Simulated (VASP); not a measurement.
# ZnS (Wurtzite-2H) (P6_3mc) in VASP: notebook, part 2 of 2

VASP 6.6.1. Earlier steps stand in the parts before.

### 3 Relaxation of shape and atoms at fixed volume, r2SCAN (a relaxed cell with its volume scaled by 0.96)

INCAR

```
  PREC = Accurate
  ENCUT = 600
  EDIFF = 1E-7
  ISMEAR = 0
  SIGMA = 0.03
  LREAL = F
  LASPH = T
  NELM = 80
  ALGO = Normal
  ISIF = 4
  LWAVE = F
  LCHARG = F
  METAGGA = R2SCAN
  LMIXTAU = T
  IBRION = 2
  NSW = 40
  EDIFFG = -0.01
```

KPOINTS

```
regular mesh
0
Gamma
  9 9 5
```

POSCAR

```
ZnS                                     
1.0
    3.7553388415      0.0000000000      0.0000000000
   -1.8776694207      3.2522188365      0.0000000000
    0.0000000000      0.0000000000      6.1612059770
  Zn              S             
     2     2
Direct
     0.3333333332999970    0.6666666667000030    0.0053560640321209
     0.6666666667000030    0.3333333332999970    0.5053560640321209
     0.3333333332999970    0.6666666667000030    0.3796439359678772
     0.6666666667000030    0.3333333332999970    0.8796439359678772
```

Potentials or basis: VASP PAW PBE potentials, release 64 (Zn, S).

Started as:

```
cat potpaw_PBE.64/Zn/POTCAR potpaw_PBE.64/S/POTCAR > POTCAR
mpirun -np 1 vasp_std > vasp.out
```

OUTCAR:

```text
PREC = Accurate
   ENCUT = 600
   EDIFF = 1E-7
   ISMEAR = 0
   LREAL = F
   LASPH = T
   NELM = 80
   ISIF = 4
   METAGGA = R2SCAN
   IBRION = 2
   NSW = 40
   EDIFFG = -0.01

 ion  position               nearest neighbor table
   1  0.333  0.667  0.005-   4 2.30   4 2.30   4 2.30   3 2.31
   2  0.667  0.333  0.505-   3 2.30   3 2.30   3 2.30   4 2.31
   3  0.333  0.667  0.380-   2 2.30   2 2.30   2 2.30   1 2.31
   4  0.667  0.333  0.880-   1 2.30   1 2.30   1 2.30   2 2.31

  LATTYP: Found a hexagonal cell.
 ALAT       =     3.7553388415
 C/A-ratio  =     1.6406524783

  Lattice vectors:

 A1 = (   3.7553388415,   0.0000000000,   0.0000000000)
 A2 = (  -1.8776694207,   3.2522188365,   0.0000000000)
 A3 = (   0.0000000000,   0.0000000000,   6.1612059770)

Analysis of symmetry for initial positions (statically):
=====================================================================
 Subroutine PRICEL returns:
 Original cell was already a primitive cell.

[... 226 lines left out ...]

 E-fermi :   2.4943     XC(G=0): -10.5201

 val. band max:        2.3116354246   @ k =   0.0000   0.0000   0.0000
 cond. band min:       5.2952654362   @ k =   0.0000   0.0000   0.0000
 fundamental gap:      2.9836300116
 Fermi energy:         2.4942710029

 k-point     1 :       0.0000    0.0000    0.0000
  band No.  band energies     occupation
      1     -11.7469      2.00000
      2     -10.7084      2.00000
      3      -4.4013      2.00000
      4      -4.3830      2.00000
      5      -4.3829      2.00000
      6      -4.2845      2.00000
[... 589 lines left out ...]
     21       8.3959      0.00000
     22      10.4900      0.00000

 [... further k-points ...]

------------------------ aborting loop because EDIFF is reached ----------------------------------------

  FORCE on cell =-STRESS in cart. coord.  units (eV):
  Direction    XX          YY          ZZ          XY          YZ          ZX
  --------------------------------------------------------------------------------------
  -------------------------------------------------------------------------------------
  Total        1.6208616      1.6208616      1.6555647      0.0000000      0.0000000      0.0000000
  in kB       34.5113450     34.5113450     35.2502430      0.0000000      0.0000000      0.0000000
  external PRESSURE =      34.7576443 kB  Pullay stress =       0.0000000 kB

 VOLUME and BASIS-vectors are now :
 -----------------------------------------------------------------------------
  energy-cutoff  :      600.00
  volume of cell :       75.25
      direct lattice vectors                 reciprocal lattice vectors
     3.754738380  0.000000000  0.000000000     0.266330140  0.153765778 -0.000000000
    -1.877369190  3.251698822  0.000000000    -0.000000000  0.307531557 -0.000000000
     0.000000000  0.000000000  6.163176746     0.000000000 -0.000000000  0.162253987

 POSITION                                       TOTAL-FORCE (eV/Angst)
 -----------------------------------------------------------------------------------
     -0.00000      2.16780      0.03372        -0.000000     -0.000000      0.009142
      1.87737      1.08390      3.11531         0.000000      0.000000      0.009142
     -0.00000      2.16780      2.33911         0.000000     -0.000000     -0.009142
      1.87737      1.08390      5.42069        -0.000000     -0.000000     -0.009142
 -----------------------------------------------------------------------------------
    total drift:                               -0.000000     -0.000000      0.021918

  FREE ENERGIE OF THE ION-ELECTRON SYSTEM (eV)
  ---------------------------------------------------
  free  energy   TOTEN  =       -37.6931434465 eV

  energy  without entropy=      -37.6931434465  energy(sigma->0) =      -37.69314345

 reached required accuracy - stopping structural energy minimisation
```

Wall time 8.9 min (1 thread of AMD EPYC 7R13 (Zen 3), shared host); peak memory 0.23 GiB.

What came out:

```
Free energy                  : -37.6931 eV
Energy gained by relaxing    : 0.0 meV/atom
Ionic steps                  : 2
Pressure after relaxing      : 3.5 GPa
Largest force after relaxing : 0.009 eV/Å
Band gap on the k mesh       : 2.98 eV, direct
```

Forces on the atoms (eV/Å):
```
Zn   0.000  0.000  0.009
Zn   0.000  0.000  0.009
S    0.000  0.000 -0.009
S    0.000  0.000 -0.009
```

Final structure:
```cif
data_structure
_symmetry_space_group_name_H-M 'P 1'
_symmetry_Int_Tables_number 1
_cell_length_a 3.7547
_cell_length_b 3.7547
_cell_length_c 6.1632
_cell_angle_alpha 90.000
_cell_angle_beta 90.000
_cell_angle_gamma 120.000
_cell_volume 75.25
loop_
_atom_site_label
_atom_site_type_symbol
_atom_site_fract_x
_atom_site_fract_y
_atom_site_fract_z
_atom_site_occupancy
Zn1 Zn 0.33333 0.66667 0.00547 1
Zn2 Zn 0.66667 0.33333 0.50547 1
S1 S 0.33333 0.66667 0.37953 1
S2 S 0.66667 0.33333 0.87953 1
```

Caveat: the PAW data sets were made with another functional, which shifts forces and pressure a little.

### 4 Relaxation of shape and atoms at fixed volume, r2SCAN (a relaxed cell with its volume scaled by 0.98)

INCAR is that of step 3.

KPOINTS is that of step 3.

POSCAR: that of step 3 with these lines changed.

```diff
@@ -2,5 +2,5 @@
 1.0
-    3.7553388415      0.0000000000      0.0000000000
-   -1.8776694207      3.2522188365      0.0000000000
-    0.0000000000      0.0000000000      6.1612059770
+    3.7812385485      0.0000000000      0.0000000000
+   -1.8906192742      3.2746486407      0.0000000000
+    0.0000000000      0.0000000000      6.2036983955
   Zn              S
```

Started as:

```
cat potpaw_PBE.64/Zn/POTCAR potpaw_PBE.64/S/POTCAR > POTCAR
mpirun -np 1 vasp_std > vasp.out
```

Wall time 5.5 min (1 thread of AMD EPYC 7R13 (Zen 3), shared host); peak memory 0.22 GiB.

Results (log left out):

- Free energy: -37.7179 eV
- Pressure after relaxing: 1.6 GPa
- Largest force after relaxing: 0.006 eV/Å
- Band gap on the k mesh: 2.88 eV, direct

Forces in eV/Å, atoms in the order of the input:
```
Zn   0.000  0.000  0.006
Zn   0.000  0.000  0.006
S    0.000  0.000 -0.006
S    0.000  0.000 -0.006
```

Final structure:
```cif
data_structure
_symmetry_space_group_name_H-M 'P 1'
_symmetry_Int_Tables_number 1
_cell_length_a 3.7812
_cell_length_b 3.7812
_cell_length_c 6.2037
_cell_angle_alpha 90.000
_cell_angle_beta 90.000
_cell_angle_gamma 120.000
_cell_volume 76.82
loop_
_atom_site_label
_atom_site_type_symbol
_atom_site_fract_x
_atom_site_fract_y
_atom_site_fract_z
_atom_site_occupancy
Zn1 Zn 0.33333 0.66667 0.00536 1
Zn2 Zn 0.66667 0.33333 0.50536 1
S1 S 0.33333 0.66667 0.37964 1
S2 S 0.66667 0.33333 0.87964 1
```

Levels at points of the mesh, in eV from the valence-band top:
```csv
k point,band 15,band 16,band 17,band 18,band 19,band 20,band 21,band 22
"(0.00, 0.00, 0.00)",-0.95,-0.09,0.00,0.00,2.88,3.65,6.78,6.78
```

Caveat: the relaxation stopped at its first step, so nothing moved; the PAW data sets were made with another functional, which shifts forces and pressure a little.

### 5 Relaxation of shape and atoms at fixed volume, r2SCAN

INCAR is that of step 4.

KPOINTS is that of step 4.

POSCAR: that of step 4 with these lines changed.

```diff
@@ -2,5 +2,5 @@
 1.0
-    3.7812385485      0.0000000000      0.0000000000
-   -1.8906192742      3.2746486407      0.0000000000
-    0.0000000000      0.0000000000      6.2036983955
+    3.8067882326      0.0000000000      0.0000000000
+   -1.9033941163      3.2967753162      0.0000000000
+    0.0000000000      0.0000000000      6.2456165481
   Zn              S
```

Started as:

```
cat potpaw_PBE.64/Zn/POTCAR potpaw_PBE.64/S/POTCAR > POTCAR
mpirun -np 1 vasp_std > vasp.out
```

Wall time 5.8 min (1 thread of AMD EPYC 7R13 (Zen 3), shared host); peak memory 0.22 GiB.

The run converged. Its results:

```
Free energy             : -37.7257 eV
Pressure after relaxing : 0.0 GPa
Band gap on the k mesh  : 2.79 eV, direct
```

Final structure:
```
CELL_PARAMETERS angstrom
3.80679 0.00000 0.00000
-1.90339 3.29678 0.00000
0.00000 0.00000 6.24562
ATOMIC_POSITIONS crystal
Zn 0.33333 0.66667 0.00536
Zn 0.66667 0.33333 0.50536
S 0.33333 0.66667 0.37964
S 0.66667 0.33333 0.87964
```

Levels at points of the mesh, in eV from the valence-band top:
```csv
k point,band 15,band 16,band 17,band 18,band 19,band 20,band 21,band 22
"(0.00, 0.00, 0.00)",-0.92,-0.08,0.00,0.00,2.79,3.62,6.80,6.80
```

Caveat: the relaxation stopped at its first step, so nothing moved; the PAW data sets were made with another functional, which shifts forces and pressure a little.

### 6 Overview

```tsv
cell	gap on the mesh (eV)	pressure (GPa)	largest force (eV/Å)
atoms relaxed at fixed volume from: a relaxed cell with its volume scaled by 0.94	3.07	5.5	0.01
atoms relaxed at fixed volume from: a relaxed cell with its volume scaled by 0.96	2.98	3.5	0.01
atoms relaxed at fixed volume from: a relaxed cell with its volume scaled by 0.98	2.88	1.6	0.01
atoms relaxed at fixed volume	2.79	0.0	-
```

Alike in all rows: task relaxation of shape and atoms at fixed volume; level r2SCAN; potentials or basis VASP PAW PBE potentials, release 64 (Zn, S); no spin polarisation; k mesh 9 × 9 × 5; cutoff (eV) 600; smearing gaussian 0.03 eV.

Caveats: the PAW data sets were made with another functional, which shifts forces and pressure a little; the relaxation stopped at its first step, so nothing moved (some runs).

Total energies depend on the potentials used, so only differences within one code and one set of settings carry meaning.

### 7 Against experiment

Step 5. A measured gap of ZnS is 3.911 eV (direct; 4 K; a printed reference work, monograph); the calculated 2.79 eV misses it by -1.12 eV. The value is that of r2SCAN, without temperature or zero-point motion.
